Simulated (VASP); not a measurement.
A run of VASP 6.6.1:

Contents of INCAR:

```
SYSTEM = C
PREC = Accurate
ENCUT = 520
EDIFF = 1E-6
ISMEAR = -1
SIGMA = 0.05
LREAL = .FALSE.
LASPH = .TRUE.
NELM = 60
ALGO = Normal
ISIF = 2
LWAVE = .FALSE.
LCHARG = .FALSE.
METAGGA = RSCAN
LMIXTAU = .TRUE.
```

The input KPOINTS:

```
regular mesh
0
G
  12 12 4
  0 0 0
```

Contents of POSCAR:

```
C
1.0
    2.5221000000      0.0000000000      0.0000000000
   -1.2610500000      2.1842026709      0.0000000000
    0.0000000000      0.0000000000      8.2371000000
C
8
Direct
    0.6666666667      0.3333333333      0.8437500000
    0.3333333333      0.6666666667      0.3437500000
    0.6666666667      0.3333333333      0.6562500000
    0.3333333333      0.6666666667      0.1562500000
    0.0000000000      0.0000000000      0.9062500000
    0.0000000000      0.0000000000      0.4062500000
    0.0000000000      0.0000000000      0.5937500000
    0.0000000000      0.0000000000      0.0937500000
```

File KPOINTS_OPT:

```
path GMKGALHA,LM,KH
15
line-mode
reciprocal
 0.0000000000  0.0000000000  0.0000000000  G
 0.5000000000  0.0000000000  0.0000000000  M

 0.5000000000  0.0000000000  0.0000000000  M
 0.3333333333  0.3333333333  0.0000000000  K

 0.3333333333  0.3333333333  0.0000000000  K
 0.0000000000  0.0000000000  0.0000000000  G

 0.0000000000  0.0000000000  0.0000000000  G
 0.0000000000  0.0000000000  0.5000000000  A

 0.0000000000  0.0000000000  0.5000000000  A
 0.5000000000  0.0000000000  0.5000000000  L

 0.5000000000  0.0000000000  0.5000000000  L
 0.3333333333  0.3333333333  0.5000000000  H

 0.3333333333  0.3333333333  0.5000000000  H
 0.0000000000  0.0000000000  0.5000000000  A

 0.5000000000  0.0000000000  0.5000000000  L
 0.5000000000  0.0000000000  0.0000000000  M

 0.3333333333  0.3333333333  0.0000000000  K
 0.3333333333  0.3333333333  0.5000000000  H
```

Potentials or basis: VASP PAW PBE potentials, release 64 (C).

Command:

```sh
$ cat potpaw_PBE.64/C/POTCAR > POTCAR
$ mpirun -np 1 vasp_std > vasp.out
```

Hardware: 1 thread of AMD EPYC 9R45 96-Core Processor (Zen 5), with other jobs on the host.

Problem. Estimate the wall time of this run.

Solution. Wall time 4.8 min on 1 thread of AMD EPYC 9R45 96-Core Processor (Zen 5) (shared host), peak memory 0.17 GiB. Counts: scf iterations 43, k points 57.
